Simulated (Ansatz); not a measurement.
System: cubic perovskite LaAlO3 (cubic high-temperature phase). Method: PBE0+SOC (plane waves, PAW; Ansatz, a quantum-chemistry and plane-wave program).

Run with plane-wave cutoff 460 eV, 6×6×6 k mesh, Fermi–Dirac smearing 0.01 eV, PAW data made under PBE.

Cell (measured lattice):

```cif
data_AlLaO3
_chemical_formula_sum 'La1 Al1 O3'
_space_group_name_H-M_alt 'Pm-3m'
_space_group_IT_number 221
_space_group_name_Hall '-P 4 2 3'
_cell_length_a 3.81000
_cell_length_b 3.81000
_cell_length_c 3.81000
_cell_angle_alpha 90.000
_cell_angle_beta 90.000
_cell_angle_gamma 90.000
loop_
_atom_site_label
_atom_site_type_symbol
_atom_site_symmetry_multiplicity
_atom_site_Wyckoff_symbol
_atom_site_fract_x
_atom_site_fract_y
_atom_site_fract_z
_atom_site_occupancy
La1 La 1 a 0.00000 0.00000 0.00000 1
Al1 Al 1 b 0.50000 0.50000 0.50000 1
O1 O 3 c 0.00000 0.50000 0.50000 1
```

**Question.** Give the computed band gap and smallest direct gap on the k points sampled.

**Answer.** 
- band gap = 5.55 eV (on the SCF k mesh) (indirect)
- smallest direct gap on the k points sampled = 5.69 eV

Note: held by symmetry at 0 K, a high-temperature phase can be a saddle point; cell and atoms aren't relaxed at this level (pressure -5.2 GPa).

Computed values are for the static lattice.
